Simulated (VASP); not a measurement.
# CuI (Marshite) (F-43m) in VASP: a series of runs, part 3 of 3

VASP 6.6.1. Earlier steps stand in the parts before.

## 5. Relaxation of cell and atoms, PBEsol

This run uses another cell than the first one, of 26.28 Å³/atom, 0.943 times its volume.

INCAR

```
PREC = Accurate
ENCUT = 600
EDIFF = 1E-7
ISMEAR = 0
SIGMA = 0.03
LREAL = False
LASPH = True
NELM = 80
ALGO = Normal
ISIF = 3
LWAVE = False
LCHARG = False
GGA = PS
IBRION = 2
NSW = 90
EDIFFG = -0.005
```

KPOINTS

```
regular mesh
0
Gamma
  8 8 8
```

POSCAR

```
CuI                                     
1.0
   -0.0000000000      2.9729987622      2.9729987622
    2.9729987622      0.0000000000      2.9729987622
    2.9729987622      2.9729987622     -0.0000000000
  Cu              I             
     1     1
Direct
     0.2500000000000000    0.2500000000000000    0.2500000000000000
     0.0000000000000000    0.0000000000000000    0.0000000000000000
```

Potentials or basis: VASP PAW PBE potentials, release 64 (Cu, I).

On the command line:

```bash
$ cat potpaw_PBE.64/Cu/POTCAR potpaw_PBE.64/I/POTCAR > POTCAR
$ mpirun -np 1 vasp_std > vasp.out
```

OUTCAR:

```text
PREC = Accurate
   ENCUT = 600
   EDIFF = 1E-7
   ISMEAR = 0
   LREAL = False
   LASPH = True
   NELM = 80
   ISIF = 3
   GGA = PS
   IBRION = 2
   NSW = 90
   EDIFFG = -0.005

 ion  position               nearest neighbor table
   1  0.250  0.250  0.250-   2 2.57   2 2.57   2 2.57   2 2.57
   2  0.000  0.000  0.000-   1 2.57   1 2.57   1 2.57   1 2.57

  LATTYP: Found a face centered cubic cell.
 ALAT       =     5.9459975244

  Lattice vectors:

 A1 = (   0.0000000000,   2.9729987622,   2.9729987622)
 A2 = (   2.9729987622,   0.0000000000,   2.9729987622)
 A3 = (   2.9729987622,   2.9729987622,   0.0000000000)

Analysis of symmetry for initial positions (statically):
=====================================================================
 Subroutine PRICEL returns:
 Original cell was already a primitive cell.

 Routine SETGRP: Setting up the symmetry group for a
 face centered cubic supercell.

 Subroutine GETGRP returns: Found 24 space group operations
 (whereof 24 operations were pure point group operations)
 out of a pool of 48 trial point group operations.

The static configuration has the point symmetry T_d .

Analysis of symmetry for dynamics (positions and initial velocities):
=====================================================================
 Subroutine PRICEL returns:
 Original cell was already a primitive cell.

 Routine SETGRP: Setting up the symmetry group for a
 face centered cubic supercell.

 Subroutine GETGRP returns: Found 24 space group operations
 (whereof 24 operations were pure point group operations)
 out of a pool of 48 trial point group operations.

The dynamic configuration has the point symmetry T_d .

 Subroutine INISYM returns: Found 24 space group operations
 (whereof 24 operations are pure point group operations),
 and found     1 'primitive' translations

----------------------------------------------------------------------------------------

                                     Primitive cell

  volume of cell :      52.5550

  direct lattice vectors                    reciprocal lattice vectors
     0.000000000  2.972998762  2.972998762    -0.168180359  0.168180359  0.168180359
     2.972998762  0.000000000  2.972998762     0.168180359 -0.168180359  0.168180359
     2.972998762  2.972998762  0.000000000     0.168180359  0.168180359 -0.168180359

  length of vectors
     4.204455170  4.204455170  4.204455170     0.291296927  0.291296927  0.291296927

  position of ions in fractional coordinates (direct lattice)
     0.250000000  0.250000000  0.250000000
     0.000000000  0.000000000  0.000000000

  ion indices of the primitive-cell ions
   primitive index   ion index
                 1           1
                 2           2

----------------------------------------------------------------------------------------

 KPOINTS: regular mesh

Automatic generation of k-mesh.
 Grid dimensions read from file:
 generate k-points for:    8    8    8

 Generating k-lattice:

  Cartesian coordinates                     Fractional coordinates (reciprocal lattice)
    -0.021022545  0.021022545  0.021022545     0.125000000  0.000000000  0.000000000
     0.021022545 -0.021022545  0.021022545     0.000000000  0.125000000  0.000000000
     0.021022545  0.021022545 -0.021022545     0.000000000  0.000000000  0.125000000

  Length of vectors
     0.036412116  0.036412116  0.036412116

  Shift w.r.t. Gamma in fractional coordinates (k-lattice)
     0.000000000  0.000000000  0.000000000

 Subroutine IBZKPT returns following result:
 ===========================================

 Found     29 irreducible k-points:

 Following reciprocal coordinates:
            Coordinates               Weight
  0.000000  0.000000  0.000000      1.000000
  0.125000  0.000000  0.000000      8.000000
  0.250000  0.000000  0.000000      8.000000
  0.375000  0.000000  0.000000      8.000000
  0.500000  0.000000  0.000000      4.000000
  0.125000  0.125000  0.000000      6.000000
[... 16 lines left out ...]
  0.500000  0.250000  0.125000     48.000000
 -0.375000  0.250000  0.125000     24.000000
 [... further k-points ...]
   k-points           NKPTS =     29   k-points in BZ     NKDIM =     29   number of bands    NBANDS=     13
   number of dos      NEDOS =    301   number of ions     NIONS =      2
   total plane-waves  NPLWV =  46656
   dimension x,y,z NGX =    36 NGY =   36 NGZ =   36
   dimension x,y,z NGXF=    72 NGYF=   72 NGZF=   72
   ions per type =               1   1
   NGX,Y,Z   is equivalent  to a cutoff of  14.23, 14.23, 14.23 a.u.
   NGXF,Y,Z  is equivalent  to a cutoff of  28.47, 28.47, 28.47 a.u.
 SYSTEM =  unknown system
   PREC   = accura    normal or accurate (medium, high low for compatibility)
   ISTART =      0    job   : 0-new  1-cont  2-samecut
   ICHARG =      2    charge: 1-file 2-atom 10-const
   ISPIN  =      1    spin polarized calculation?
   LNONCOLLINEAR =      F non collinear calculations
   LSORBIT =      F    spin-orbit coupling
   LASPH  =      T    aspherical Exc in radial PAW
   ENCUT  =  600.0 eV  44.10 Ry    6.64 a.u.   8.40  8.40  8.40*2*pi/ulx,y,z
   NELM   =     80;   NELMIN=  2; NELMDL= -5     # of ELM steps
   EDIFF  = 0.1E-06   stopping-criterion for ELM
   LREAL  =      F    real-space projection
   EDIFFG = -.5E-02   stopping-criterion for IOM
   NSW    =     90    number of steps for IOM
   IBRION =      2    ionic relax: 0-MD 1-quasi-New 2-CG
   NFREE  =      1    steps in history (QN), initial steepest desc. (CG)
   ISIF   =      3    stress and relaxation
   ISYM   =      2    0-nonsym 1-usesym 2-fastsym
   POTIM  = 0.5000    time-step for ionic-motion
   TEBEG  =    0.0;   TEEND  =   0.0 temperature during run
   PSTRESS=    0.0 pullay stress
   NELECT =      18.0000    total number of electrons
   NUPDOWN=      -1.0000    fix difference up-down
   EMIN   =  10.00;   EMAX   =-10.00  energy-range for DOS
   EFERMI =   0.00;   METHOD = LEGACY
   ISMEAR =     0;   SIGMA  =   0.03  broadening in eV -4-tet -1-fermi 0-gaus
   EFERMI_NEDOS =   21; number of points for ismear=-14 and -15
   IALGO  =     38    algorithm
   IMIX   =      4    mixing-type and parameters
     AMIX     =   0.40;   BMIX     =  1.00
     AMIX_MAG =   1.60;   BMIX_MAG =  1.00
  volume/ion in A,a.u.               =      26.28       177.33
  Fermi-wavevector in a.u.,A,eV,Ry     =   1.145410  2.164511 17.850352  1.311964
  Thomas-Fermi vector in A             =   2.282098
   LORBIT       =      0    0 simple, 1 ext, 2 COOP (PROOUT), +10 PAW based schemes
   GGA     = PS    functional components
   LHFCALC =     F    Hartree Fock is set to
   AEXX    =    0.0000 exact exchange contribution
   IVDW    =     0    specifies the selected vdW correction
   LEPSILON=     F    determine dielectric tensor
   LRPA    =     F    only Hartree local field effects (RPA)
 conjugate gradient relaxation of ions
 non-spin polarized calculation
 Gauss-broadening in eV      SIGMA  =   0.03
  energy-cutoff  :      600.00
  volume of cell :       52.56
 maximum number of plane-waves:      1807
 NGX is ok and might be reduce to    36
   NGX = 17   NGY = 17   NGZ = 17

 number of electron      17.9999991 magnetization

 Free energy of the ion-electron system (eV)
  ---------------------------------------------------
  ext. energy  EPLUGINS =         0.00000000
  ---------------------------------------------------
  free energy    TOTEN  =        -6.32073521 eV

  energy without entropy =       -6.32073521  energy(sigma->0) =       -6.32073521

 E-fermi :   5.1001     XC(G=0):  -9.4112

 val. band max:        4.9332211163   @ k =   0.0000   0.0000   0.0000
 cond. band min:       6.1200255983   @ k =   0.0000   0.0000   0.0000
 fundamental gap:      1.1868044820
 Fermi energy:         5.1000767700

 k-point     1 :       0.0000    0.0000    0.0000
  band No.  band energies     occupation
      1      -9.4157      2.00000
      2       1.0120      2.00000
      3       1.0120      2.00000
      4       1.0120      2.00000
      5       2.8046      2.00000
      6       2.8046      2.00000
      7       4.9332      2.00000
      8       4.9332      2.00000
      9       4.9332      2.00000
     10       6.1200      0.00000
     11       9.6964      0.00000
     12       9.6964      0.00000
     13       9.6964      0.00000
[... 354 lines left out ...]
  band No.  band energies     occupation
      1      -8.6607      2.00000
      2      -0.7567      2.00000
      3       0.4540      2.00000
      4       1.0082      2.00000
      5       2.7300      2.00000
      6       2.8154      2.00000
      7       2.9421      2.00000
      8       3.4280      2.00000
      9       3.7714      2.00000
     10       8.4993      0.00000
     11       9.4455      0.00000
     12      11.1878      0.00000
     13      12.3919      0.00000

 [... further k-points ...]
[... 5 lines left out ...]
  --------------------------------------------------------------------------------------
  -------------------------------------------------------------------------------------
  Total       -0.0083263     -0.0083263     -0.0083263      0.0000000      0.0000000      0.0000000
  in kB       -0.2538336     -0.2538336     -0.2538336      0.0000000      0.0000000      0.0000000
  external PRESSURE =      -0.2538336 kB  Pullay stress =       0.0000000 kB

 VOLUME and BASIS-vectors are now :
 -----------------------------------------------------------------------------
  energy-cutoff  :      600.00
  volume of cell :       52.56
      direct lattice vectors                 reciprocal lattice vectors
     0.000000000  2.972998762  2.972998762    -0.168180359  0.168180359  0.168180359
     2.972998762  0.000000000  2.972998762     0.168180359 -0.168180359  0.168180359
     2.972998762  2.972998762  0.000000000     0.168180359  0.168180359 -0.168180359

 POSITION                                       TOTAL-FORCE (eV/Angst)
 -----------------------------------------------------------------------------------
      1.48650      1.48650      1.48650        -0.000000     -0.000000     -0.000000
      0.00000      0.00000      0.00000         0.000000      0.000000      0.000000
 -----------------------------------------------------------------------------------
    total drift:                                0.000000      0.000000      0.000000

  FREE ENERGIE OF THE ION-ELECTRON SYSTEM (eV)
  ---------------------------------------------------
  free  energy   TOTEN  =        -6.3207352089 eV

  energy  without entropy=       -6.3207352089  energy(sigma->0) =       -6.32073521

 reached required accuracy - stopping structural energy minimisation
```

OSZICAR:

```text
N       E                     dE             d eps       ncg     rms          rms(c)
DAV:   1     0.104071176626E+03    0.10407E+03   -0.84382E+03   754   0.168E+03
DAV:   2     0.145581868529E+01   -0.10262E+03   -0.96675E+02   764   0.284E+02
DAV:   3    -0.638521453191E+01   -0.78410E+01   -0.76787E+01  1000   0.857E+01
DAV:   4    -0.665081819104E+01   -0.26560E+00   -0.26533E+00   858   0.138E+01
DAV:   5    -0.666199133235E+01   -0.11173E-01   -0.11173E-01  1096   0.323E+00    0.631E+00
DAV:   6    -0.656819023598E+01    0.93801E-01   -0.56024E+00   783   0.703E+01    0.409E+00
DAV:   7    -0.632311083878E+01    0.24508E+00   -0.12239E+00   834   0.428E+01    0.178E+00
DAV:   8    -0.632624087947E+01   -0.31300E-02   -0.94028E-02  1098   0.624E+00    0.675E-01
DAV:   9    -0.632077533132E+01    0.54655E-02   -0.22350E-02   937   0.474E+00    0.276E-01
DAV:  10    -0.632086565316E+01   -0.90322E-04   -0.85379E-04   879   0.251E-01    0.233E-01
DAV:  11    -0.632073555032E+01    0.13010E-03   -0.39645E-04  1079   0.675E-01    0.753E-02
DAV:  12    -0.632073304186E+01    0.25085E-05   -0.19450E-04  1216   0.319E-01    0.466E-02
DAV:  13    -0.632073461140E+01   -0.15695E-05   -0.12568E-05   978   0.304E-02    0.481E-02
DAV:  14    -0.632073758205E+01   -0.29706E-05   -0.47069E-06  1070   0.749E-02    0.943E-03
DAV:  15    -0.632073758328E+01   -0.12303E-08   -0.10683E-06  1011   0.164E-02    0.293E-02
DAV:  16    -0.632073571084E+01    0.18724E-05   -0.23615E-06  1052   0.542E-02    0.138E-02
DAV:  17    -0.632073527795E+01    0.43289E-06   -0.97610E-07  1146   0.240E-02    0.561E-03
DAV:  18    -0.632073520892E+01    0.69031E-07   -0.57656E-08   432   0.676E-03
   1 F= -.63207352E+01 E0= -.63207352E+01  d E =-.632074E+01
```

CONTCAR:

```text
CuI
   1.00000000000000
     0.0000000000000000    2.9729987622000000    2.9729987622000000
     2.9729987622000000    0.0000000000000000    2.9729987622000000
     2.9729987622000000    2.9729987622000000    0.0000000000000000
  Cu              I
     1     1
Direct
     0.2500000000000000    0.2500000000000000    0.2500000000000000
     0.0000000000000000    0.0000000000000000    0.0000000000000000

  0.00000000E+00  0.00000000E+00  0.00000000E+00
  0.00000000E+00  0.00000000E+00  0.00000000E+00
```

Wall time 16 s (1 thread of Intel Xeon 6975P-C (Granite Rapids), shared host); peak memory 0.21 GiB.

Results:

| Item | Value |
| --- | --- |
| Free energy | -6.3207 eV |
| Pressure after relaxing | 0.0 GPa |
| Band gap on the k mesh | 1.19 eV, direct |

Final structure:
```
Cu I
1.0
     0.00000    2.97300    2.97300
     2.97300    0.00000    2.97300
     2.97300    2.97300    0.00000
Cu I
1 1
Direct
  0.25000 0.25000 0.25000
  0.00000 0.00000 0.00000
```

Caveat: the relaxation stopped at its first step, so nothing moved; the PAW data sets were made with another functional, which shifts forces and pressure a little; spin-orbit coupling is left out, which moves the levels of the heavy elements.
